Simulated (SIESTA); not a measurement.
**BeS under changes of volume**

One of the cells (14.546 Å³/atom); the others are scaled copies at fixed shape and fractional positions:

```
CELL_PARAMETERS angstrom
0.00000 2.44106 2.44106
2.44106 0.00000 2.44106
2.44106 2.44106 0.00000
ATOMIC_POSITIONS crystal
S 0.75000 0.75000 0.75000
Be 0.00000 0.00000 0.00000
```

* Program: SIESTA 5.4.2
* Functional: PBEsol
* Potentials or basis: PseudoDojo 0.4 standard (PBEsol files)
* Basis: DZP (energy shift 0.003 Ry; two zetas on semicore shells)
* Grid cutoff: 800 Ry
* Energy shift: 0.003 Ry
* k mesh: 9 × 9 × 9
* Occupations: fermi-dirac, width 0.05 eV
* Spin: no spin polarisation

```tsv
volume (Å³/atom)	energy over the lowest point (meV/atom)	pressure (GPa)	gap on the mesh (eV)
13.405	?	?	?
13.690	3.48	3.0	2.94
13.975	0.00	1.0	2.98
14.546	3.65	-3.0	3.06
14.831	10.87	-4.8	3.10
15.116	20.74	-6.2	3.13
```

Problem. What does the run at 13.405 Å³/atom give?

Solution. Energy over the lowest point 10.84 meV/atom; pressure 5.4 GPa; gap on the mesh 2.89 eV.

Worked out: A Birch-Murnaghan fit of order 3 (a polynomial in V^(-2/3)) to the other rows has its minimum at 14.10 Å³/atom with B0 = V·E''(V) = 101 GPa (rough, since the energies scatter). It gives 11.01 meV/atom at 13.405 Å³/atom, against the run's 10.84, and -dE/dV = 5.4 GPa, against 5.4. A straight line through the other rows of the gap, of slope 1.95 eV per unit of ln V, extrapolates to 2.90 eV, against the run's 2.89.

Energies are extrapolated to zero smearing.

Caveats: short orbitals over semicore shells can move pressures by several GPa; an odd mesh through Γ misses points on the zone boundary, where band edges often lie; the basis of atomic orbitals isn't converged, which shifts pressures, moduli and gaps.
